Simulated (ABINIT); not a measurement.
The system is As.

```
CELL_PARAMETERS angstrom
1.88080 1.08588 3.51406
-1.88080 1.08588 3.51406
0.00000 -2.17176 3.51406
ATOMIC_POSITIONS crystal
As 0.22600 0.22600 0.22600
As 0.77400 0.77400 0.77400
```

Base run:

| Property | Result |
| --- | --- |
| Program | ABINIT 10.8.3 (patched build) |
| Functional | RPBE |
| Potentials or basis | JTH PAW PBE v2.0 |
| Cutoff | 490 eV |
| k mesh | 9 × 9 × 9 |
| Occupations | fermi-dirac, width 0.05 eV |
| Spin | no spin polarisation |

Its results: band gap on the k mesh none (metal or under the smearing width); pressure 5.5 GPa; largest force 0.486 eV/Å.

**Question.** The run is repeated on the same cell with these changes: functional from RPBE to WC. What comes out?

**Answer.** Band gap on the k mesh none (metal or under the smearing width); pressure 0.6 GPa; largest force 0.402 eV/Å.

WC binds more tightly than RPBE, so the same cell stands under less pressure.

Caveats: the PAW data sets were made with another functional, which shifts forces and pressure a little.
